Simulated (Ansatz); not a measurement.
Crystal: AlFe.

```
Fe Al
1.0
     2.91000    0.00000    0.00000
     0.00000    2.91000    0.00000
     0.00000    0.00000    2.91000
Fe Al
1 1
Direct
  0.50000 0.50000 0.50000
  0.00000 0.00000 0.00000
```

Alike in all runs: program Ansatz 0.2.0; functional PBEsol; potentials or basis Ansatz PAW; cutoff 420 eV (not typed: the program's choice for these potentials); k mesh 9 × 9 × 9; occupations fermi-dirac, width 0.05 eV.

The same cell was started in several ways:

```tsv
start	free energy over the lowest (meV/atom)	net moment (μB)	site or absolute moments (μB)	gap
collinear spin, ferromagnetic start of up to 4.5 μB	0.0	0.66	Fe +0.70; Al -0.03	none (metal or under the smearing width)
no spin polarisation	12.4	-	-	none (metal or under the smearing width)
collinear spin, random start of up to 0.72 μB	0.0	-0.66	Fe -0.70; Al +0.03	none (metal or under the smearing width)
collinear spin, ferromagnetic start of up to 3 μB	0.0	0.66	Fe +0.70; Al -0.03	none (metal or under the smearing width)
```

Allowing spin polarisation gains 12 meV/atom. A still lower state may exist.

Caveats: the moment fell far below its start of 4.5 μB, so a state of higher moment may lie lower in energy (some runs).
